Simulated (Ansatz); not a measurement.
# What a trial cell of Co relaxes into

Level of theory: DFT r2SCAN, scalar-relativistic, plane waves, PAW (Ansatz). Cutoff 500 eV, Γ-centred k mesh, Gaussian smearing, collinear spin, first started from parallel moments.

The start puts Co on the trigonal selenium structure type (P3_121, No. 152), at a guessed volume.

```yaml
crystal:
  lattice:
    - [3.23218, 0.00000, 0.00000]
    - [-1.61609, 2.79915, 0.00000]
    - [0.00000, 0.00000, 3.66702]
  atoms:
    - { symbol: Co, position: [0.22540, 0.00000, 0.33333] }
    - { symbol: Co, position: [0.00000, 0.22540, 0.66667] }
    - { symbol: Co, position: [0.77460, 0.77460, 0.00000] }
```

Cell and atoms relax at zero pressure; the relaxation can't lower the symmetry of the start. After a coarse first stage the cell is made exact in the group found at 0.06 Å.

**Question.** Which crystal results?

**Answer.** It ends in Im-3m (No. 229). The result has the bcc structure. Conventional cell: a = 2.800 Å. Co is coordinated by 8 Co at 2.42 Å and 6 Co at 2.80 Å.

```xyz
1
Lattice="-1.4001 1.4001 1.4001 1.4001 -1.4001 1.4001 1.4001 1.4001 -1.4001" Properties=species:S:1:pos:R:3 pbc="T T T"
Co    0.0000    0.0000    0.0000
```

**Question.** What are its volume, gap and moment?

**Answer.** The volume per atom is 10.98 Å³, the density is 8.91 g/cm³ and the gap on the 28×28×28 mesh is 0 eV (a metal). The net moment per atom is 1.93 μB and the largest site moment is 2.05 μB.

The final run used a 28×28×28 mesh on its 1-atom cell and 0.10 eV smearing. The magnetic state reached may not be the lowest. Symmetry constrained the relaxation, so the result can be a saddle point.